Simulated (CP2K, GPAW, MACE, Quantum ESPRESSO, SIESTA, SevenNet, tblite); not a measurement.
## CP2K runs on random fluorite-type (Ti, Sn, Zr)O2 solid solution (96 atoms)

Aim: run random fluorite-type (Ti, Sn, Zr)O2 solid solution (96 atoms) in CP2K and see how near its forces come to a plane-wave reference, and at what cost.

Main program and level: CP2K 2026.2; the method is named at each step.

### Step 1. Set-up

The cell holds 96 atoms: 12 Zr, 64 O, 12 Ti and 8 Sn. Its edges and angles: a = 9.966 Å, b = 9.966 Å, c = 9.966 Å, α = 90.0°, β = 90.0°, γ = 90.0°. Fluorite-type lattice (a = 4.983 Å, the mean of the end members), 2 x 2 x 2 cells, metal sites filled at random with 12 Ti, 8 Sn, 12 Zr; every coordinate displaced by a Gaussian of 0.05 Å. Then every atom was moved at random, 0.03 Å r.m.s. a Cartesian component.

The yardstick, on the same geometry:

```
method                                           : Kohn-Sham DFT, PBE, SSSP efficiency 1.3.0 pseudopotentials, plane waves (Quantum ESPRESSO 7.5); sssp-pbe-1.3.0-efficiency, cutoffs 60/480 Ry, Γ point
r.m.s. force component                           : 1.104 eV/Å
longest force                                    : 3.828 eV/Å
pressure                                         : 9.851 GPa
gap (highest filled to lowest empty level) : 0.9189 eV
time                                             : 26 min on 1 thread of Arm Neoverse V1, shared host
CPU time                                         : 26 min
```

### Step 2. PBE, DZVP-MOLOPT-SR, 800/50 Ry, diagonalisation

Method: Kohn-Sham DFT, PBE, GTH-PBE pseudopotentials, Gaussian and plane waves, DZVP-MOLOPT-SR-GTH, diagonalisation.

Input file input.inp:

```
&GLOBAL
  PROJECT cell
  RUN_TYPE ENERGY_FORCE
  PRINT_LEVEL LOW
&END GLOBAL
&FORCE_EVAL
  METHOD QS
  STRESS_TENSOR ANALYTICAL
  &DFT
    BASIS_SET_FILE_NAME BASIS_MOLOPT
    POTENTIAL_FILE_NAME GTH_POTENTIALS
    &MGRID
      CUTOFF 800
      REL_CUTOFF 50
      NGRIDS 5
    &END MGRID
    &QS
      EPS_DEFAULT 1.0E-12
    &END QS
    &SCF
      SCF_GUESS ATOMIC
      EPS_SCF 5.0E-06
      MAX_SCF 200
      ADDED_MOS 14
      &DIAGONALIZATION
        ALGORITHM STANDARD
      &END DIAGONALIZATION
      &SMEAR ON
        METHOD FERMI_DIRAC
        ELECTRONIC_TEMPERATURE [K] 580
      &END SMEAR
      &MIXING
        METHOD BROYDEN_MIXING
        ALPHA 0.3
        NBROYDEN 12
      &END MIXING
      &PRINT
        &RESTART OFF
        &END RESTART
      &END PRINT
    &END SCF
    &XC
      &XC_FUNCTIONAL PBE
      &END XC_FUNCTIONAL
    &END XC
    &PRINT
      &MULLIKEN ON
      &END MULLIKEN
      &HIRSHFELD ON
        SHAPE_FUNCTION DENSITY
      &END HIRSHFELD
      &MO ON
        EIGENVALUES T
        OCCUPATION_NUMBERS T
        MO_INDEX_RANGE 341 364
        &EACH
          QS_SCF 0
        &END EACH
        ADD_LAST NUMERIC
      &END MO
    &END PRINT
  &END DFT
  &SUBSYS
    &CELL
      A 9.96600 0.00000 0.00000
      B 0.00000 9.96600 0.00000
      C 0.00000 0.00000 9.96600
    &END CELL
    &COORD
      SCALED
      Zr 0.99658 0.00603 0.00546
      O 0.12437 0.12138 0.11745
      O 0.36329 0.37845 0.36763
      Ti 0.00131 0.24951 0.24908
      O 0.12577 0.36870 0.37038
      O 0.36958 0.12348 0.12176
      Zr 0.24315 0.00315 0.24435
      O 0.37639 0.11424 0.37299
      O 0.12801 0.37784 0.13026
      Sn 0.24564 0.24994 0.99755
      O 0.37906 0.37218 0.13172
      O 0.11778 0.12954 0.37428
      Zr 0.00568 0.00435 0.49777
      O 0.12596 0.12369 0.62140
      O 0.37272 0.36295 0.87726
      Ti 0.99681 0.24575 0.74487
      O 0.11591 0.37070 0.86848
      O 0.37765 0.12311 0.62290
      Ti 0.25312 0.00021 0.74080
      O 0.37696 0.12557 0.87041
      O 0.12583 0.38292 0.61868
      Zr 0.24377 0.25334 0.50539
      O 0.37180 0.37577 0.61571
      O 0.12775 0.11972 0.87438
      Ti 0.00240 0.50174 0.99802
      O 0.12150 0.62629 0.13091
      O 0.38337 0.87513 0.36901
      Sn 0.00377 0.75329 0.24535
      O 0.11929 0.86900 0.36825
      O 0.37608 0.61641 0.12356
      Ti 0.25811 0.50385 0.24178
      O 0.37026 0.62834 0.36575
      O 0.12775 0.86829 0.13553
      Zr 0.25326 0.75525 0.99770
      O 0.37053 0.88030 0.12106
      O 0.12555 0.61597 0.37233
      Zr 0.00758 0.50491 0.49634
      O 0.12767 0.62444 0.62261
      O 0.36858 0.88340 0.87129
      Ti 0.98962 0.74607 0.75307
      O 0.12284 0.86328 0.86958
      O 0.37457 0.61627 0.63590
      Zr 0.25482 0.49720 0.74992
      O 0.37513 0.62125 0.87132
      O 0.12371 0.86386 0.63306
      Ti 0.24592 0.75000 0.49237
      O 0.37902 0.87104 0.61668
      O 0.11675 0.62128 0.87243
      Sn 0.49726 0.00174 0.99925
      O 0.62790 0.11614 0.13032
      O 0.87902 0.38410 0.37034
      Ti 0.49566 0.25643 0.24917
      O 0.62510 0.37375 0.36981
      O 0.87578 0.12724 0.11964
      Zr 0.75129 0.99037 0.25720
      O 0.86757 0.12570 0.38119
[... 36 atom lines left out ...]
      O 0.62958 0.87721 0.62747
      Sn 0.74694 0.74188 0.50884
      O 0.88033 0.87479 0.62041
      O 0.62237 0.62099 0.88826
    &END COORD
    &KIND Zr
      BASIS_SET DZVP-MOLOPT-SR-GTH-q12
      POTENTIAL GTH-PBE-q12
    &END KIND
    &KIND O
      BASIS_SET DZVP-MOLOPT-SR-GTH-q6
      POTENTIAL GTH-PBE-q6
    &END KIND
    &KIND Ti
      BASIS_SET DZVP-MOLOPT-SR-GTH-q12
      POTENTIAL GTH-PBE-q12
    &END KIND
    &KIND Sn
      BASIS_SET DZVP-MOLOPT-SR-GTH-q4
      POTENTIAL GTH-PBE-q4
    &END KIND
  &END SUBSYS
  &PRINT
    &FORCES ON
    &END FORCES
    &STRESS_TENSOR ON
    &END STRESS_TENSOR
  &END PRINT
&END FORCE_EVAL
```

On the command line:

```bash
$ OMP_NUM_THREADS=1 mpirun -np 4 cp2k.psmp -i input.inp > output.txt
```

Numbers of over 12 decimals in the logs are rounded to 6 here.

The log of the run:

```text
CP2K| version string:                                       CP2K version 2026.2
 CP2K| Input file name                                                 input.inp
 GLOBAL| Basis set file name                                        BASIS_MOLOPT
 GLOBAL| Potential file name                                      GTH_POTENTIALS
 GLOBAL| Run type                                                   ENERGY_FORCE
 GLOBAL| Total number of message passing processes                             4
 GLOBAL| Number of threads for this process                                    1
 TOTAL NUMBERS AND MAXIMUM NUMBERS
  Total number of            - Atomic kinds:                                   4
                             - Atoms:                                         96
                             - Shell sets:                                    96
                             - Shells:                                       552
                             - Primitive Cartesian functions:                516
                             - Cartesian basis functions:                   1752
                             - Spherical basis functions:                   1560
  Maximum angular momentum of- Orbital basis functions:                        3
                             - Local part of the GTH pseudopotential:          2
                             - Non-local part of the GTH pseudopotential:      4
 SCF PARAMETERS         Density guess:                                    ATOMIC
                        max_scf:                                             200
                        eps_scf:                                        5.00E-06
                        added MOs                                        14    0
                        Mixing method:                            BROYDEN_MIXING
                                                charge density mixing in g-space
                        Smear method:                                FERMI_DIRAC
                        Electronic temperature [K]:                        580.0
                        Electronic temperature [a.u.]:                  1.84E-03
                        Accuracy threshold:                             1.00E-10
 Extrapolation method: initial_guess
 Number of electrons:                                                        704
 Number of occupied orbitals:                                                352
 Number of molecular orbitals:                                               366
 Number of orbital functions:                                               1560
 Number of independent orbital functions:                                   1560
 SCF WAVEFUNCTION OPTIMIZATION
  Step     Update method      Time    Convergence         Total energy    Change
     1 NoMix/Diag. 0.30E+00    8.1     2.02755724     -2330.4605481785 -2.33E+03
 *** the last MO => Add more MOs for proper smearing.                   ***
     2 Broy./Diag. 0.30E+00   10.8     0.41654228     -2252.2410827421  7.82E+01
 *** the last MO => Add more MOs for proper smearing.                   ***
     3 Broy./Diag. 0.30E+00   10.8     0.09829426     -2315.8895049272 -6.36E+01
 *** the last MO => Add more MOs for proper smearing.                   ***
     4 Broy./Diag. 0.30E+00   10.9     0.07322698     -2324.0535932377 -8.16E+00
[...]
*** the last MO => Add more MOs for proper smearing.                   ***
    15 Broy./Diag. 0.30E+00   11.0     0.00001300     -2321.9376707253  1.49E-03
 *** the last MO => Add more MOs for proper smearing.                   ***
    16 Broy./Diag. 0.30E+00   11.1     0.00000317     -2321.9374934984  1.77E-04
  *** SCF run converged in    16 steps ***
  Electronic density on regular grids:       -704.0000000000        0.0000000000
  Core density on regular grids:              703.9999999996       -0.0000000004
  Total charge density on r-space grids:       -0.0000000004
  Total charge density g-space grids:          -0.0000000004
  Overlap energy of the core charge distribution:               4.68206e-07
  Self energy of the core charge distribution:              -5037.297577
  Core Hamiltonian energy:                                   1331.064806
  Hartree energy:                                            1780.480538
  Exchange-correlation energy:                               -396.185246
  Electronic entropic energy:                                  -1.52848e-05
  Fermi energy:                                                 0.354426
  Total energy:                                             -2321.937493
  Total energy (extrapolated to T->0):                      -2321.937486
 MO| EIGENVALUES AND OCCUPATION NUMBERS
 MO|
 MO|  Index      Eigenvalue [a.u.]        Eigenvalue [eV]             Occupation
 MO|    341               0.317765               8.646839               2.000000
 MO|    342               0.317931               8.651354               2.000000
 MO|    343               0.322244               8.768700               2.000000
[...]
MO|    363               0.391700              10.658692               0.000000
 MO|    364               0.393300              10.702238               0.000000
 MO| Sum:                                                             704.000000
 MO| E(Fermi):            0.354426 a.u.          9.644420 eV
 !-----------------------------------------------------------------------------!
                     Mulliken Population Analysis
 #  Atom  Element  Kind  Atomic population                           Net charge
       1     Zr       1         10.857527                              1.142473
       2     O        2          6.665620                             -0.665620
       3     O        2          6.588137                             -0.588137
[...]
95     O        2          6.671096                             -0.671096
      96     O        2          6.752355                             -0.752355
 # Total charge                            704.000000                 -0.000000
 !-----------------------------------------------------------------------------!
 !-----------------------------------------------------------------------------!
                           Hirshfeld Charges
  #Atom  Element  Kind  Ref Charge     Population                    Net charge
      1       Zr     1      12.000         11.382                         0.618
      2       O      2       6.000          6.313                        -0.313
      3       O      2       6.000          6.291                        -0.291
[...]
95       O      2       6.000          6.320                        -0.320
     96       O      2       6.000          6.296                        -0.296
  Total Charge                                                            0.000
 !-----------------------------------------------------------------------------!
 ENERGY| Total FORCE_EVAL ( QS ) energy [hartree]          -2321.937702
 FORCES| Atomic forces [hartree/bohr]
 FORCES|   Atom     x               y               z               |f|
 FORCES|      1 -7.33039820E-03 -2.13997647E-02 -4.13560544E-02   4.71381788E-02
 FORCES|      2 -7.07218617E-03  2.11138780E-02  3.40871323E-02   4.07154056E-02
 FORCES|      3  3.96302916E-02  6.67003456E-03  1.05879696E-02   4.15590481E-02
[...]
FORCES|     95 -8.31727124E-03 -1.30790840E-02  3.04452933E-03   1.57958412E-02
 FORCES|     96 -1.46986654E-02 -2.34051234E-02 -4.64052071E-02   5.40119784E-02
 FORCES| Sum    -6.73581504E-04 -5.21271559E-04  3.43602313E-04
 FORCES| Total atomic force                                       9.18421815E-04
 STRESS| Analytical stress tensor [bar]
 STRESS|                        x                   y                   z
 STRESS|      x        1.19117921078E+05   1.76091598969E+04  -5.25062508929E+03
 STRESS|      y        1.76091598969E+04   1.21283447175E+05   1.66022266579E+03
 STRESS|      z       -5.25062508929E+03   1.66022266579E+03   1.24119559324E+05
 STRESS| 1/3 Trace                                             1.21506975859E+05
```

The job ended after 3.6 min (4 MPI ranks of Arm Neoverse V1, shared host; peak memory 8.3 GiB; 15 min of CPU time).

Banners, paths, timers and routine set-up lines are dropped from the logs unmarked, and long logs keep their key lines alone; longer cuts are marked.

Numbers from this run, and their distance from the reference:

* r.m.s. force component: 1.129 eV/Å
* r.m.s. difference of force components: 77.89 meV/Å
* longest difference of force vectors: 264.9 meV/Å
* force difference over r.m.s. force: 7.057 %
* slope of forces against the reference's: 1.021
* correlation of force components: 0.9978
* gap (highest filled to lowest empty level): 0.8891 eV
* gap difference: -0.0298 eV
* pressure: 12.15 GPa
* pressure difference: 2.299 GPa

Length of the force difference by element (eV/Å):

| element | atoms | mean | most |
| --- | --- | --- | --- |
| O | 64 | 0.14 | 0.26 |
| Sn | 8 | 0.063 | 0.17 |
| Ti | 12 | 0.050 | 0.076 |
| Zr | 12 | 0.075 | 0.13 |

Levels nearest the highest filled one (eV from it): -0.54, -0.54, -0.42, -0.34, -0.32, -0.31, -0.27, -0.22, -0.17, -0.10, -0.02, 0.00, 0.89, 1.01, 1.04, 1.10, 1.25, 1.26, 1.33, 1.36, 1.39, 1.43, 1.47, 1.51.

A closer look about O29, which bears the longest force: 11 atoms, nearest first, numbered in the order of the input, with positions taken from that point.

| atom | x | y | z | distance (Å) | bonds | Hirshfeld charge (e) | Fx | Fy | Fz (eV/Å) |
| --- | --- | --- | --- | --- | --- | --- | --- | --- | --- |
| O29 | 0.00 | 0.00 | 0.00 | 0.00 | 4 | -0.31 | 2.29 | 0.42 | 3.06 |
| Sn28 | -1.15 | -1.15 | -1.22 | 2.04 | 8 | 0.66 | -1.84 | -1.82 | -0.13 |
| Ti46 | 1.26 | -1.19 | 1.24 | 2.13 | 8 | 0.58 | -0.95 | -0.91 | 0.45 |
| Zr13 | -1.13 | 1.35 | 1.29 | 2.18 | 8 | 0.65 | -0.97 | -1.75 | 0.46 |
| Zr7 | 1.23 | 1.34 | -1.23 | 2.20 | 8 | 0.63 | 1.51 | 0.21 | 0.96 |
| O33 | 0.08 | -0.01 | -2.32 | 2.32 | 4 | -0.32 | 0.12 | 0.94 | -2.19 |
| O75 | -2.37 | 0.03 | -0.03 | 2.37 | 4 | -0.33 | -0.61 | 0.55 | 1.44 |
| O36 | 0.06 | -2.52 | 0.04 | 2.52 | 4 | -0.31 | 1.98 | 1.02 | 0.17 |
| O12 | -0.02 | 2.60 | 0.06 | 2.60 | 4 | -0.32 | -0.33 | -0.38 | -1.35 |
| O27 | 2.63 | 0.06 | 0.01 | 2.63 | 4 | -0.32 | -2.57 | -1.13 | 0.62 |
| O45 | 0.04 | -0.05 | 2.64 | 2.64 | 4 | -0.30 | 1.56 | 1.33 | -1.16 |

Forces lie 7.1 % from the reference's, at 0.56 times its CPU time (on 4 against 1 cores).

Further runs of this program without a result: CP2K PBE, DZVP-MOLOPT-SR, 800/50 Ry, TC2 filter 1e-03, SCF 1e-04 (cut off at its time limit).

### Step 3. Outcome

| Item | Value |
| --- | --- |
| force difference from the reference | CP2K PBE, DZVP-MOLOPT-SR, 800/50 Ry, diagonalisation, 7.1 % |
| its CPU time | 15 min |

What this shows: The PBE run in local orbitals differs by 7.1 % (CP2K PBE, DZVP-MOLOPT-SR, 800/50 Ry, diagonalisation); basis, grid and potentials can all enter. At the same functional, the gap of CP2K PBE, DZVP-MOLOPT-SR, 800/50 Ry, diagonalisation lies 0.03 eV below the reference's 0.919 eV. These are spacings on the run's k-points, which needn't hold the band edges. In pressure, CP2K PBE, DZVP-MOLOPT-SR, 800/50 Ry, diagonalisation misses by +2.3 GPa, at the same functional. The potentials hold different valence shells: 784 electrons in the reference, 704 in CP2K with DZVP-MOLOPT-SR; this bears on time and differences. The reference's pressure holds the uncorrected Pulay stress of its 60 Ry basis, so small pressure differences, and their order, may be the reference's own error. The host structure and its lattice constant were typed by rule, without a check against the phase diagram. The reference's pressure of 9.9 GPa belongs to a cell and atoms that aren't relaxed at this level. The runs have no spin polarisation, so any moments at edges, vacancies or dangling bonds can't form. The electronic-structure runs sample only Γ, in a cell whose shortest periodic width is 10 Å.

[Also dropped from logs without a mark: logging warnings of Python, and SIESTA's first energy breakdown and zero terms.]

[Logs are printed without paths, hosts, clocks, repeated set-up lines and the standing remarks that a program may print on its own settings, such as how far it seeks lower states.]

[Hosts, paths, dates, database ids (printed as entryN), source tags and the programs' standing remarks are cut or masked in the printed files.]
